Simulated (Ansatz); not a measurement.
Zn in Ansatz: convergence with k mesh

Zn:

```xyz
2
Lattice="2.6700 0.0000 0.0000 -1.3350 2.3123 0.0000 0.0000 0.0000 4.9660" Properties=species:S:1:pos:R:3 pbc="T T T"
Zn    1.3350    0.7708    3.7245
Zn    0.0000    1.5415    1.2415
```

- Program: Ansatz 0.2.0
- Task: convergence study
- Functional: PBE
- Potentials or basis: all-electron LAPW, scalar-relativistic
- Cutoff: 264 eV (chosen from the basis error)
- Basis error allowed: 0.001 eV/atom
- k mesh: 2 × 2 × 1
- Occupations: fermi-dirac, width 0.05 eV
- Spin: no spin polarisation

These are the settings of the first run; the series varies k mesh, with any setting tied to it.

Hardware: 1 thread of Intel(R) Xeon(R) Processor @ 2.70GHz (shared host).

Problem. The values tried are 2 × 2 × 1, 4 × 4 × 2, 6 × 6 × 3, 7 × 7 × 4, 9 × 9 × 5, 11 × 11 × 6, 13 × 13 × 7, 16 × 16 × 9, loosest first. From which on does the pressure stay within 0.1 GPa of the tightest run that finished?

Solution. From 13 × 13 × 7 on.

| k mesh | energy less the tightest run, at zero smearing (meV/atom) | pressure (GPa) | SCF cycles | CPU time (s) | peak memory (GiB) |
| --- | --- | --- | --- | --- | --- |
| 2 × 2 × 1 | 732.49 | 3.53 | 6 | 1.2 | 0.25 |
| 4 × 4 × 2 | -135.56 | -2.56 | 7 | 2.4 | 0.26 |
| 6 × 6 × 3 | 13.06 | -0.60 | 7 | 3.3 | 0.27 |
| 7 × 7 × 4 | -27.11 | -1.08 | 7 | 5.3 | 0.28 |
| 9 × 9 × 5 | 22.25 | -0.57 | 8 | 6.8 | 0.31 |
| 11 × 11 × 6 | 10.37 | -0.67 | 8 | 11 | 0.35 |
| 13 × 13 × 7 | -3.13 | -0.92 | 8 | 19 | 0.38 |
| 16 × 16 × 9 | 0.00 | -0.96 | 8 | 33 | 0.48 |

Not settled before the last step: the energy (to 1 meV/atom). Meshes of other sizes hit other points, so gaps and Fermi surfaces needn't settle smoothly. The tightest run that finished is the yardstick and may itself not be fully converged.
